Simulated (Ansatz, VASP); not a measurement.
# One calculation of Ge, two programs

```
Ge
1.0
     2.51974   -4.18364    0.00000
     2.51974    4.18364    0.00000
     0.00000    0.00000    4.07158
Ge
4
Cartesian
  2.5197 -1.2502 1.5010
  2.5197 -2.9335 3.5368
  2.5197 1.2502 2.5705
  2.5197 2.9335 0.5348
```

Alike in both runs: functional PBE; k mesh 10 × 10 × 10; occupations gaussian, width 0.1 eV; no spin polarisation.

Ansatz relaxed the structure, and its values are those at the end. VASP's run is a single point on that final structure, the one shown.

|  | VASP | Ansatz |
| --- | --- | --- |
| version | VASP 6.6.1 | Ansatz 0.2.0 |
| potentials or method | VASP PAW PBE potentials, release 64 (Ge_d) | scalar-relativistic, plane waves, PAW |
| plane-wave cutoff (eV) | 520 | 420 |
| valence electrons in the cell | 56 | 56 |

```csv
,VASP,Ansatz,Ansatz less VASP
gap on the k mesh at the Fermi level (eV),none,none,-
pressure (GPa),-0.1,0.0,+0.10
rms of the force components (eV/Å),0.002,0.004,+0.0015
```

A gap of «none» marks a metal or a gap that the smearing closes. The functional is the same, so the differences come from potentials, cutoffs and numerics.
